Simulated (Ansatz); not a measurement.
# HfB (rocksalt): exact exchange against the cheap answer (a further series), part 2 of 2

Aim: see how the gap and pressure of HfB (rocksalt) move with the amount and range of exact exchange, and what each run costs.

Ansatz 0.2.0; DFT at several levels, plane waves, PAW. Earlier steps stand in the parts before.

## Step 4: HSE06 form (screening 0.6 Å⁻¹)

Input file input.yaml:

```yaml
crystal:
  lattice:
    - [0.0, 2.3100005622, 2.3100005622]
    - [2.3100005622, 0.0, 2.3100005622]
    - [2.3100005622, 2.3100005622, 0.0]
  atoms:
    - { symbol: Hf, position: [0.5, 0.5, 0.5] }
    - { symbol: B, position: [0.0, 0.0, 0.0] }
basis:
  ecutwfc: 420
  ecutrho_ratio: 4
kpoints:
  mp_grid: { grid: [6, 6, 6] }
hamiltonian:
  xc: { preset: hse06, exx: { coeff: 0.25, omega: 0.6 } }
scf:
  occupations: { method: gaussian, width: 0.05 }
  n_extra_bands: 9
output:
  forces: true
  stress: true
  eigenvalues: true
  populations: true
  dos: { projected: true, de: 0.02 }
```

On the command line:

```console
$ ansatz run input.yaml --threads 4 --pin off --max-ram 8192MiB --backend cpu --events-out ev --progress --plain --runs-dir out
```

Standard output, shortened:

```text
Warning: output.stress: scf.convergence.dr2_threshold = 1e-7 eV (the SCF's general default) is looser than the 2e-10 eV advised for a printed stress (1e-10 eV for each atom of the cell: 2). What an SCF threshold leaves in a stress goes as its square root, and in the free energy as the [...]
Warning: output.stress: scf.exx.energy_threshold = 1e-6 eV is looser than the 2e-8 eV advised for a stress under a hybrid functional (1e-8 eV for each atom of the cell: 2). Every SCF of the exchange loop can meet its threshold on dr2 while the loop round them stops early: no threshold on [...]
Warning: RAYON_NUM_THREADS=4 ignored (pool sized by the plan → 4); use --threads N
scf.n_extra_bands = 9 over 15 filled bands (N_el = 29.0): the run solves 24 bands
[...]
Pseudopotentials: kind: paw
Pseudopotential: Hf, paw, valence charge 26, recommended cutoff 420 eV (normal), Hf.paw.azcp
Pseudopotential: B, paw, valence charge 3, recommended cutoff 420 eV (normal), B.paw.azcp
Functional definition: unnamed
[...]
Crystal: 2 atoms, lattice volume = 24.653 Å³
Basis set: ecut = 420 eV, 531 PW (Γ), exchange–correlation on 48×48×48 points (8 copies of the dense FFT grid, shifted against one another)
[...]
hybrid outer 3: dexx = +2.185e-10 eV, tail = 5.71e-10 eV, Δε = 1.23e-4 eV (about 2.80e-5 eV left of the loop's levels), ΔF = 4.00e-29 eV/Å (tail inf)
hybrid SCF converged: 3 outer / 12 inner (+6 warm-up), last move |dexx| = 2.19e-10 eV, tail = 5.71e-10 eV
Stability not checked: this state was not tested for a lower state beside it, because the functional holds exact exchange (a hybrid, or Hartree-Fock), whose exchange loop this test does not read (fock_operator; see scf.lower_state_search)
Free energy (F): -15878.145237 eV
Frozen-core exchange: fock
[...]
E sigma→0 (E₀):  -15878.143416 eV
Entropy (-TS):   -0.003642 eV (-1.821 meV/atom)
Fermi energy:    19.355850 eV
[...]
--- Forces (eV/Å), atoms counted from 1 ---
  atom   1  Hf     0.00000000     0.00000000    -0.00000000
  atom   2  B     -0.00000000     0.00000000    -0.00000000
[...]
--- Stress (GPa, compression-positive) ---
       30.578186       0.000000       0.000000
       -0.000000      30.578186      -0.000000
        0.000000      -0.000000      30.578186
  P = ⅓ Tr σ = 30.5782 GPa (305.782 kbar)
--- Band table (eV; the first three rows and the last of 16) ---
[... band rows left out ...]
[...]
--- Löwdin populations: 2 sites ---
  site symbol       q [e]
     0     Hf     25.4074
     1      B      3.5675
  spilling = 0.000864 (of n_electrons = 29.000000)
```

It took 11 s on 4 threads of Arm Neoverse V1, shared host; peak memory 0.89 GiB.

This gives: volume 12.326 Å³/atom, pressure 30.58 GPa, a metal on this mesh.

States per cell in windows of 1 eV (zero at the Fermi level), total and by projection:

```csv
from,to,total,Hf 5d,B 2p,B 2s
-7,-6,0.75,0.29,0.05,0.28
-6,-5,0.80,0.31,0.07,0.33
-5,-4,0.00,0.00,0.00,0.00
-4,-3,0.39,0.15,0.13,0.08
-3,-2,0.88,0.36,0.38,0.06
-2,-1,0.92,0.40,0.43,0.03
-1,0,2.48,1.30,1.07,0.04
0,1,0.89,0.45,0.41,0.01
1,2,0.40,0.20,0.19,0.00
2,3,0.19,0.09,0.10,0.00
3,4,0.56,0.33,0.20,0.01
4,5,0.70,0.47,0.18,0.01
5,6,0.86,0.64,0.15,0.02
```

## Step 5: The sweep

What follows sums up all 2 parts.

| level | exact exchange | gap on the mesh (eV) | change of gap (eV) | pressure (GPa) | wall time | CPU time |
| --- | --- | --- | --- | --- | --- | --- |
| PBE (earlier series) | 0.00 | metal | 0 | 29.8 | 0.45 s | 1.2 s |
| LC-ωPBE | by range | metal | 0 | 25.0 | 16 s | 50 s |
| HSE06 form (screening 0.3 Å⁻¹) | 0.25 | metal | 0 | 30.0 | 10 s | 34 s |
| HSE06 form (screening 0.6 Å⁻¹) | 0.25 | metal | 0 | 30.6 | 11 s | 34 s |

Changes count from PBE. Times are on 4 threads of Arm Neoverse V1, shared host; the hybrid runs also made densities of states.

Every hybrid shown leaves the cell metallic on this mesh. The pressure spans 25.0 to 30.6 GPa, negative where a level wants a smaller cell on this coarse mesh, whose own error is in all of them. «metal» means no gap on the mesh; bands that overlap can still move apart without opening one. The median run with exact exchange took 30 times the CPU time of the cheap one. Gaps are over this coarse mesh alone, and total energies of different levels can't be compared. Spin–orbit coupling is left out, though the cell holds Hf; in elements this heavy it can shift levels and gaps by tenths of an eV. The program warned that the SCF threshold is loose for the stress of this hybrid run. For a metal under a hybrid functional this mesh is coarse.
